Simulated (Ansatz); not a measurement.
# InAs: the cost of one run

Program: Ansatz 0.2.0. Level of theory: DFT PBE, scalar-relativistic, plane waves, PAW. These are calculated values, not measurements.

The COD entry's cell or inner coordinates are ideal or old and differ from later refinements, so a difference from it is no clean test against experiment.

1 further run of the same task is left out (set aside as unsound or not needed).

## Step 1: The structure to begin with

It takes space group F-43m (No. 216, cubic). Conventional cell: a = 6.186 Å, b = 6.186 Å, c = 6.186 Å, α = 90.00°, β = 90.00°, γ = 90.00°. In (site symmetry -43m) is surrounded by 4 As at 2.68 Å. As (site symmetry -43m) has 4 In at 2.68 Å as nearest neighbours.

Structure file:

```
CELL_PARAMETERS angstrom
0.00000 3.09316 3.09316
3.09316 0.00000 3.09316
3.09316 3.09316 0.00000
ATOMIC_POSITIONS crystal
In 0.00000 0.00000 0.00000
As 0.25000 0.25000 0.25000
```

This cell was relaxed beforehand with the same method: volume 29.59 Å³/atom, gap on the mesh none (metal).

## Step 2: Building the linear chain

A free-standing chain of the crystal's atoms, periodic along c. Atoms and period relax; energies count from the bulk, -5227.2346 eV an atom.

The cell holds 1 In, 1 As: a = 9.000 Å, b = 9.300 Å, c = 4.822 Å, α = 90.00°, β = 90.00°, γ = 90.00°.

## Step 3: Relaxing it

Pressure and volume refer to the whole cell with its vacuum; only the period along c may change.

input.yaml reads:

```yaml
crystal:
  lattice:
    - [9.0, 0.0, 0.0]
    - [0.0, 9.3, 0.0]
    - [0.0, 0.0, 4.8217646608]
  atoms:
    - { symbol: In, position: [0.5, 0.5, 0.0], spin: 0.5 }
    - { symbol: As, position: [0.5, 0.5, 0.5], spin: 0.5 }
basis:
  ecutwfc: 420
kpoints:
  mp_grid: { grid: [1, 1, 14] }
hamiltonian:
  xc: pbe
scf:
  occupations: { method: gaussian, width: 0.05 }
output:
  forces: true
  stress: true
  eigenvalues: true
  populations: true
  write_density: true
  write_potential: true
  elf: true
  volumetric_format: npy
magnetization:
  spin_polarized: true
relax:
  adjacent_minimum: "off"
  f_tol: 0.01
  max_steps: 45
  cell: { fix: [a, b, alpha, beta, gamma], stress_tol: 0.03 }
```

Run with:

```
ansatz run input.yaml --threads 2 --pin off --max-ram 5120MiB --backend cpu --events-out ev --progress --plain --runs-dir out
```

**Question.** How long does this run take on 2 threads of AMD EPYC 7R13 (Zen 3), shared host, and how much memory does it need?

About 34 s, with a peak of 0.71 GiB.
